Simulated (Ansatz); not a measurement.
## Lattice vibrations of SnO2 at Γ

Method: Ansatz, DFT PBE, scalar-relativistic, plane waves, PAW. Settings: 420 eV plane-wave cutoff, Γ-centred 18×18×18 mesh, Fermi-Dirac smearing of 0.15 eV. No spin polarisation. Phonons by linear response, acoustic sum rule imposed.

The cell, relaxed at this level:
```
Sn O
1.0
    -1.81867    1.81939    2.57250
     1.81867   -1.81939    2.57250
     1.81867    1.81939   -2.57250
Sn O
1 2
Direct
  0.50000 0.50000 0.00000
  0.24999 0.74999 0.50000
  0.75001 0.25001 0.50000
```

The cell was found from a structure generator's guess, not taken from experiment. In a metal, frequencies depend on the k mesh and the smearing, soft modes most. Spin–orbit coupling is left out, which matters for heavy elements. A semilocal functional can close a gap that the real compound has.

Optical modes at Γ:
| frequency (THz) | degeneracy |
| --- | --- |
| 8.59 | 1 |
| 8.60 | 1 |
| 8.61 | 1 |
| 15.01 | 1 |
| 15.01 | 1 |
| 15.01 | 1 |

All 6 optical modes at Γ are real: no displacement of atoms at fixed cell lowers the energy to second order. Strains and modes at other wave vectors aren't tested by this run.
